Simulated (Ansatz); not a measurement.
Crystal: Zr.

```
Zr
1.0
     3.23200    0.00000    0.00000
    -1.61600    2.79899    0.00000
     0.00000    0.00000    5.14700
Zr
2
Cartesian
  1.6160 0.9330 3.8603
  0.0000 1.8660 1.2868
```

* Program: Ansatz 0.2.0
* Task: relaxation of cell and atoms
* Functional: LDA
* Potentials or basis: Ansatz PAW
* Cutoff: 420 eV (not typed: the program's choice for these potentials)
* k mesh: 9 × 9 × 5
* Occupations: fermi-dirac, width 0.05 eV
* Spin: no spin polarisation

At the start: volume 23.28 Å³/atom.

Problem. Where does the relaxation end?

Solution. It ends after 5 steps and the volume is 21.80 Å³/atom (-6.4 %); space group P6_3/mmc (No. 194, to 0.05 Å).

The path:
```tsv
step	energy change (eV)	largest force (eV/Å)	volume (Å³)
1	0.0000	0.0000	46.56
2	-0.0600	0.0000	43.80
3	-0.0604	0.0000	43.58
4	-0.0604	0.0000	43.59
5	-0.0602	0.0000	43.59
```

Final structure:
```yaml
crystal:
  lattice:
    - [3.14494, 0.00000, 0.00000]
    - [-1.57247, 2.72360, 0.00000]
    - [0.00000, 0.00000, 5.08907]
  atoms:
    - { symbol: Zr, position: [0.66667, 0.33333, 0.75000] }
    - { symbol: Zr, position: [0.33333, 0.66667, 0.25000] }
```

Caveat: the plane-wave basis is chosen anew once the cell has moved, so the energies of steps on either side of that aren't comparable; the PAW data sets come from PBE, with cores solved anew for the run's functional, which leaves a small shift of forces and pressure.
